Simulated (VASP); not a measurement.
# Cr (Im-3m) in VASP: further runs, part 2 of 2

VASP 6.6.1.

### Step 3. Relaxation of cell and atoms, PBEsol, collinear spin, ferromagnetic start

File INCAR:

```
SYSTEM = Cr
  PREC = Accurate
  ENCUT = 600
  EDIFF = 1E-7
  ISMEAR = -1
  SIGMA = 0.05
  LREAL = .FALSE.
  LASPH = .TRUE.
  NELM = 120
  ALGO = Normal
  ISIF = 3
  LWAVE = .FALSE.
  LCHARG = .FALSE.
  ISPIN = 2
  MAGMOM = 3
  LORBIT = 11
  LMAXMIX = 4
  GGA = PS
  IBRION = 2
  NSW = 40
  EDIFFG = -0.005
```

File KPOINTS:

```
regular mesh
0
G
  10 10 10
  0 0 0
```

File POSCAR:

```
Cr
1.0
   -1.4844496776      1.4844496776      1.4844496776
    1.4844496776     -1.4844496776      1.4844496776
    1.4844496776      1.4844496776     -1.4844496776
Cr
1
Direct
    0.0000000000      0.0000000000      0.0000000000
```

Potentials or basis: VASP PAW PBE potentials, release 64 (Cr_pv).

Command:

```console
cat potpaw_PBE.64/Cr_pv/POTCAR > POTCAR
mpirun -np 1 vasp_std > vasp.out
```

OUTCAR:

```text
SYSTEM = Cr
   PREC = Accurate
   ENCUT = 600
   EDIFF = 1E-7
   ISMEAR = -1
   LREAL = .FALSE.
   LASPH = .TRUE.
   NELM = 120
   ISIF = 3
   ISPIN = 2
   LORBIT = 11
   GGA = PS
   IBRION = 2
   NSW = 40
   EDIFFG = -0.005

 ion  position               nearest neighbor table
   1  0.000  0.000  0.000-

  LATTYP: Found a body centered cubic cell.
 ALAT       =     2.9688993552

  Lattice vectors:

 A1 = (  -1.4844496776,   1.4844496776,   1.4844496776)
 A2 = (   1.4844496776,  -1.4844496776,   1.4844496776)
 A3 = (   1.4844496776,   1.4844496776,  -1.4844496776)

Analysis of symmetry for initial positions (statically):
=====================================================================
 Subroutine PRICEL returns:
 Original cell was already a primitive cell.

 Routine SETGRP: Setting up the symmetry group for a
 body centered cubic supercell.

 Subroutine GETGRP returns: Found 48 space group operations
 (whereof 48 operations were pure point group operations)
 out of a pool of 48 trial point group operations.

The static configuration has the point symmetry O_h .

Analysis of symmetry for dynamics (positions and initial velocities):
=====================================================================
 Subroutine PRICEL returns:
 Original cell was already a primitive cell.

 Routine SETGRP: Setting up the symmetry group for a
 body centered cubic supercell.

 Subroutine GETGRP returns: Found 48 space group operations
 (whereof 48 operations were pure point group operations)
 out of a pool of 48 trial point group operations.

The dynamic configuration has the point symmetry O_h .

Analysis of structural, dynamic, and magnetic symmetry:
=====================================================================
 Subroutine PRICEL returns:
 Original cell was already a primitive cell.

 Routine SETGRP: Setting up the symmetry group for a
 body centered cubic supercell.

 Subroutine GETGRP returns: Found 48 space group operations
[... 118 lines left out ...]
   IALGO  =     38    algorithm
   IMIX   =      4    mixing-type and parameters
     AMIX     =   0.40;   BMIX     =  1.00
     AMIX_MAG =   1.60;   BMIX_MAG =  1.00
  volume/ion in A,a.u.               =      13.08        88.30
  Fermi-wavevector in a.u.,A,eV,Ry     =   1.590559  3.005721 34.421077  2.529878
  Thomas-Fermi vector in A             =   2.689235
   LORBIT       =     11    0 simple, 1 ext, 2 COOP (PROOUT), +10 PAW based schemes
   GGA     = PS    functional components
   LHFCALC =     F    Hartree Fock is set to
   AEXX    =    0.0000 exact exchange contribution
   IVDW    =     0    specifies the selected vdW correction
   LEPSILON=     F    determine dielectric tensor
   LRPA    =     F    only Hartree local field effects (RPA)
 conjugate gradient relaxation of ions
 spin polarized calculation
  energy-cutoff  :      600.00
  volume of cell :       13.08
 maximum number of plane-waves:       466
 NGX is ok and might be reduce to    24
   NGX = 11   NGY = 11   NGZ = 11

--------------------------------------- Ionic step        1  -------------------------------------------

 number of electron      11.9999998 magnetization      -0.0001269

 number of electron      11.9999998 magnetization       0.0000059

 Free energy of the ion-electron system (eV)
  ---------------------------------------------------
  ext. energy  EPLUGINS =         0.00000000
  ---------------------------------------------------
  free energy    TOTEN  =       -10.01314094 eV

  energy without entropy =      -10.00505061  energy(sigma->0) =      -10.00909578

 E-fermi :   9.1526     XC(G=0): -13.1208

 val. band max:        9.1203649682   @ k =  -0.2000   0.3000   0.1000
 cond. band min:       9.2025810387   @ k =  -0.3000   0.3000   0.3000
 fundamental gap:      0.0822160704
 Fermi energy:         9.1526190957

 spin component 1

 k-point     1 :       0.0000    0.0000    0.0000
  band No.  band energies     occupation
      1     -33.6234      1.00000
      2     -33.6234      1.00000
      3     -33.6234      1.00000
      4       1.7352      1.00000
      5       8.3547      1.00000
      6       8.3547      1.00000
      7       8.3547      1.00000
      8      10.0676      0.00000
      9      10.0676      0.00000
     10      16.1254      0.00000
     11      30.4654      0.00000
     12      30.4654      0.00000
[... 856 lines left out ...]
 number of electron      12.0000004 magnetization       0.0000000

 number of electron      12.0000004 magnetization      -0.0000000

 Free energy of the ion-electron system (eV)
  ---------------------------------------------------
  ext. energy  EPLUGINS =         0.00000000
  ---------------------------------------------------
  free energy    TOTEN  =       -10.23848646 eV

  energy without entropy =      -10.23084929  energy(sigma->0) =      -10.23466788

 E-fermi :  11.3923     XC(G=0): -14.0519

 val. band max:       11.3409062780   @ k =   0.1000   0.1000   0.0000
 cond. band min:      11.4426771743   @ k =  -0.3000   0.3000   0.3000
 fundamental gap:      0.1017708963
 Fermi energy:        11.3923401508

 spin component 1

 k-point     1 :       0.0000    0.0000    0.0000
  band No.  band energies     occupation
      1     -31.1960      1.00000
      2     -31.1960      1.00000
      3     -31.1960      1.00000
      4       3.3391      1.00000
      5      10.3801      1.00000
      6      10.3801      1.00000
      7      10.3801      1.00000
      8      12.5064      0.00000
      9      12.5064      0.00000
     10      18.4358      0.00000
     11      33.9271      0.00000
     12      33.9271      0.00000
[... 737 lines left out ...]
  FREE ENERGIE OF THE ION-ELECTRON SYSTEM (eV)
  ---------------------------------------------------
  free  energy   TOTEN  =       -10.2384864584 eV

  energy  without entropy=      -10.2308492928  energy(sigma->0) =      -10.23466788

 reached required accuracy - stopping structural energy minimisation

 total charge

# of ion       s       p       d       tot
------------------------------------------
    1        0.443   6.438   4.253  11.135

 magnetization (x)

# of ion       s       p       d       tot
------------------------------------------
    1        0.000  -0.000   0.000   0.000
```

OSZICAR:

```text
N       E                     dE             d eps       ncg     rms          rms(c)
DAV:   1     0.876735073474E+02    0.87674E+02   -0.75068E+03  2256   0.125E+03
DAV:   2    -0.929658853166E+01   -0.96970E+02   -0.93545E+02  2280   0.308E+02
[... 48 lines left out ...]
DAV:   1    -0.102406070575E+02   -0.22180E-02   -0.27985E-02  2256   0.300E+00    0.407E-01
DAV:   2    -0.102385680201E+02    0.20390E-02   -0.56885E-03  2304   0.130E+00    0.828E-02
DAV:   3    -0.102385024856E+02    0.65534E-04   -0.12487E-04  2288   0.192E-01    0.372E-02
DAV:   4    -0.102384875471E+02    0.14939E-04   -0.21774E-05  2368   0.606E-02    0.505E-03
DAV:   5    -0.102384867682E+02    0.77886E-06   -0.39682E-07  2280   0.947E-03    0.205E-03
DAV:   6    -0.102384864377E+02    0.33046E-06   -0.62970E-09  1128   0.127E-03    0.118E-04
DAV:   7    -0.102384864584E+02   -0.20645E-07   -0.11038E-09  1128   0.508E-04
   5 F= -.10238486E+02 E0= -.10234668E+02  d E =-.225346E+00  mag=     0.0000
```

It took 42 s on 1 thread of Intel Xeon Platinum 8488C (Sapphire Rapids), shared host; peak memory 0.16 GiB.

Results:

| Quantity | Value |
| --- | --- |
| Free energy | -10.2385 eV |
| Relaxed volume | 11.14 Å³/atom |
| Relaxed cell | a = 2.437 Å, b = 2.437 Å, c = 2.437 Å, α = 109.47°, β = 109.47°, γ = 109.47° |
| Space group after relaxing (to 0.05 Å) | Im-3m (No. 229) |
| Energy gained by relaxing | 225.3 meV/atom |
| Ionic steps | 5 |
| Pressure after relaxing | 0.0 GPa |
| Band gap on the k mesh | none (metal or under the smearing width) |
| Net moment | 0.00 μB per cell |
| Valence electrons inside the program's atomic spheres | Cr 11.13 |

The path:
```
step  energy change (eV)  largest force (eV/Å)  pressure (GPa)  volume (Å³)
   1              0.0000                0.0000          -32.16        13.08
   2              0.4800                0.0000          114.37         8.71
   3             -0.2239                0.0000           -3.32        11.27
   4             -0.2252                0.0000           -0.88        11.17
   5             -0.2253                0.0000            0.03        11.14
```

Final structure:
```cif
data_structure
_symmetry_space_group_name_H-M 'P 1'
_symmetry_Int_Tables_number 1
_cell_length_a 2.4366
_cell_length_b 2.4366
_cell_length_c 2.4366
_cell_angle_alpha 109.471
_cell_angle_beta 109.471
_cell_angle_gamma 109.471
_cell_volume 11.14
loop_
_atom_site_label
_atom_site_type_symbol
_atom_site_fract_x
_atom_site_fract_y
_atom_site_fract_z
_atom_site_occupancy
Cr1 Cr 0.00000 0.00000 0.00000 1
```

Levels at points of the mesh, in eV from the Fermi level:
Spin up:
| k point | band 2 | band 3 | band 4 | band 5 | band 6 | band 7 | band 8 | band 9 | band 10 | band 11 |
| --- | --- | --- | --- | --- | --- | --- | --- | --- | --- | --- |
| (0.00, 0.00, 0.00) | -42.59 | -42.59 | -8.05 | -1.01 | -1.01 | -1.01 | 1.11 | 1.11 | 7.04 | 22.53 |
| (0.50, 0.00, 0.00) | -42.91 | -42.60 | -4.69 | -2.65 | 1.13 | 1.16 | 1.48 | 2.96 | 7.04 | 10.31 |
| (0.50, 0.50, 0.50) | -43.30 | -43.30 | -4.62 | -4.62 | 2.54 | 2.54 | 2.54 | 7.04 | 10.86 | 10.86 |
Spin down:
```
           k point  band 2  band 3  band 4  band 5  band 6  band 7  band 8  band 9  band 10  band 11
(0.00, 0.00, 0.00)  -42.59  -42.59   -8.05   -1.01   -1.01   -1.01    1.11    1.11     7.04    22.53
(0.50, 0.00, 0.00)  -42.91  -42.60   -4.69   -2.65    1.13    1.16    1.48    2.96     7.04    10.31
(0.50, 0.50, 0.50)  -43.30  -43.30   -4.62   -4.62    2.54    2.54    2.54    7.04    10.86    10.86
```

Caveat: the starting moments collapsed, and a magnetic state may lie lower; the PAW data sets were made with another functional, which shifts forces and pressure a little.

### Step 4. Relaxation of the atoms, LAK (cell strained at random at fixed volume)

File INCAR:

```
ALGO = Normal
EDIFF = 1E-7
EDIFFG = -0.005
ENCUT = 520
IBRION = 2
ISIF = 2
ISMEAR = 0
LASPH = True
LCHARG = False
LMIXTAU = True
LREAL = False
LWAVE = False
METAGGA = LAK
NELM = 150
NSW = 40
PREC = Accurate
SIGMA = 0.01
```

File KPOINTS:

```
k-points
0
Gamma
  12 12 12
```

File POSCAR:

```
Cr
1.0
   -1.5147440000      1.5130930000      1.4935950000
    1.4722900000     -1.4926380000      1.4306860000
    1.5102230000      1.4881160000     -1.4731400000
Cr
1
Direct
    0.0021880000      0.0087280000      0.0053110000
```

Command:

```console
cat potpaw_PBE.64/Cr_pv/POTCAR > POTCAR
mpirun -np 1 vasp_std > vasp.out
```

Wall time 12 min (1 thread of Intel Xeon Platinum 8375C at 2.90GHz (Ice Lake), shared host); peak memory 0.24 GiB.

Results (log left out):

| Property | Result |
| --- | --- |
| Free energy | -0.1283 eV |
| Pressure after relaxing | -21.9 GPa |
| Band gap on the k mesh | none (metal or under the smearing width) |

Stress tensor (GPa, compression positive):
```
-23.55  -0.03   1.61
 -0.03 -24.84  -1.09
  1.61  -1.09 -17.35
```

Final structure:
```cif
data_structure
_symmetry_space_group_name_H-M 'P 1'
_symmetry_Int_Tables_number 1
_cell_length_a 2.6105
_cell_length_b 2.5382
_cell_length_c 2.5817
_cell_angle_alpha 108.740
_cell_angle_beta 109.378
_cell_angle_gamma 110.789
_cell_volume 13.08
loop_
_atom_site_label
_atom_site_type_symbol
_atom_site_fract_x
_atom_site_fract_y
_atom_site_fract_z
_atom_site_occupancy
Cr1 Cr 0.00219 0.00873 0.00531 1
```

Levels at points of the mesh, in eV from the Fermi level:
```tsv
k point	band 2	band 3	band 4	band 5	band 6	band 7	band 8	band 9	band 10
(0.00, 0.00, 0.00)	-45.09	-45.07	-8.21	-0.97	-0.67	-0.54	1.46	1.66	2.54
(0.50, 0.00, 0.00)	-45.28	-45.08	-4.07	-2.19	0.41	1.44	1.91	2.32	2.48
(0.00, 0.50, 0.00)	-45.33	-45.11	-4.03	-2.14	0.86	1.35	1.79	2.34	2.57
(0.50, 0.50, 0.00)	-45.28	-45.08	-4.07	-1.97	0.34	1.25	1.79	2.32	2.50
(0.00, 0.00, 0.50)	-45.29	-45.08	-4.06	-1.97	0.39	1.24	1.78	2.33	2.50
(0.50, 0.00, 0.50)	-45.27	-45.08	-4.09	-2.28	0.33	1.53	1.97	2.32	2.46
(0.00, 0.50, 0.50)	-45.31	-45.10	-4.04	-2.12	0.66	1.35	1.82	2.33	2.53
(0.50, 0.50, 0.50)	-45.55	-45.49	-3.55	-3.48	2.06	2.17	2.29	2.32	9.49
```

Caveat: the relaxation stopped at its first step, so nothing moved; the PAW data sets were made with another functional, which shifts forces and pressure a little; the run has no spin polarisation, though such a crystal can be magnetic.
